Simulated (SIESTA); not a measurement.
Crystal: CdTe.

```xyz
2
Lattice="0.0000 3.2050 3.2050 3.2050 0.0000 3.2050 3.2050 3.2050 0.0000" Properties=species:S:1:pos:R:3 pbc="T T T"
Te    4.8075    4.8075    4.8075
Cd    0.0000    0.0000    0.0000
```

Base run:

- Program: SIESTA 5.4.2
- Functional: LDA
- Potentials or basis: PseudoDojo 0.4 standard (LDA files)
- Basis: DZP (energy shift 0.003 Ry; two zetas on semicore shells)
- Grid cutoff: 800 Ry
- Energy shift: 0.003 Ry
- k mesh: 7 × 7 × 7
- Occupations: fermi-dirac, width 0.05 eV
- Spin: no spin polarisation

Its results: band gap on the k mesh 0.90 eV, direct; pressure -0.2 GPa.

After a change of settings the same cell gave: band gap on the k mesh 1.13 eV, direct; pressure 1.9 GPa. Which change was it?
A. functional from LDA to PBE; potentials or basis from PseudoDojo 0.4 standard (LDA files) to PseudoDojo 0.4 standard (PBE files)
B. functional from LDA to AM05; potentials or basis from PseudoDojo 0.4 standard (LDA files) to PseudoDojo 0.4 standard (PBEsol files)
C. functional from LDA to RPBE; potentials or basis from PseudoDojo 0.4 standard (LDA files) to PseudoDojo 0.4 standard (PBE files)

B.

Caveats: spin-orbit coupling is left out, which moves the levels of the heavy elements; the basis of atomic orbitals isn't converged, which shifts pressures, moduli and gaps; the potentials were made for another functional, which shifts forces and pressure (some runs).
